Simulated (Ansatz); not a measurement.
**Phonon dispersion of LiCl**

All numbers below come from DFT PBE, scalar-relativistic, plane waves, PAW (Ansatz 0.2.0). Plane waves to 420 eV; Γ-centred k mesh 4×4×6; fixed occupations. No spin polarisation. Phonons by linear response, acoustic sum rule imposed.

Equilibrium structure at this level:
```yaml
crystal:
  lattice:
    - [6.79150, 0.00000, 0.00000]
    - [0.00000, 6.79150, 0.00000]
    - [0.00000, 0.00000, 3.60286]
  atoms:
    - { symbol: Li, position: [0.66248, 0.66248, 0.50000] }
    - { symbol: Li, position: [0.16248, 0.83752, 0.25000] }
    - { symbol: Li, position: [0.33752, 0.33752, 0.00000] }
    - { symbol: Li, position: [0.83752, 0.16248, 0.75000] }
    - { symbol: Cl, position: [0.82975, 0.82975, 0.00000] }
    - { symbol: Cl, position: [0.32975, 0.67025, 0.75000] }
    - { symbol: Cl, position: [0.17025, 0.17025, 0.50000] }
    - { symbol: Cl, position: [0.67025, 0.32975, 0.25000] }
```

It was reached by relaxing an invented guess, and it needn't be the stable form of this composition. The q mesh is coarse, so values between its points are rough. Modes under 40 cm⁻¹ are poorly fixed.

Force constants from linear response on a 1×1×2 q mesh.

Q: Is the structure dynamically stable on the q mesh?

A: Yes, on this mesh: no mode is imaginary.

Q: Give the frequencies (cm⁻¹) at the zone-boundary points of high symmetry (interpolated where a point lies off the q mesh).

A:
```json
{"point": "X", "q": "0.000 0.500 0.000", "frequencies": "32 32 54 54 65 65 111 111 122 122 185 185 206 206 239 239 275 275 299 299 360 360 404 404"}
{"point": "M", "q": "0.500 0.500 0.000", "frequencies": "25 25 67 67 90 90 96 96 133 133 169 169 193 193 236 236 275 275 307 307 381 381 389 389"}
{"point": "Z", "q": "0.000 0.000 0.500", "frequencies": "73 73 99 99 124 124 138 138 166 166 188 188 208 208 244 244 286 286 298 298 302 302 390 390"}
{"point": "R", "q": "0.000 0.500 0.500", "frequencies": "79 79 89 89 118 118 135 135 165 165 190 190 219 219 240 240 286 286 296 296 323 323 374 374"}
{"point": "A", "q": "0.500 0.500 0.500", "frequencies": "88 88 88 88 114 114 114 114 184 184 184 184 232 232 232 232 294 294 294 294 346 346 346 346"}
```
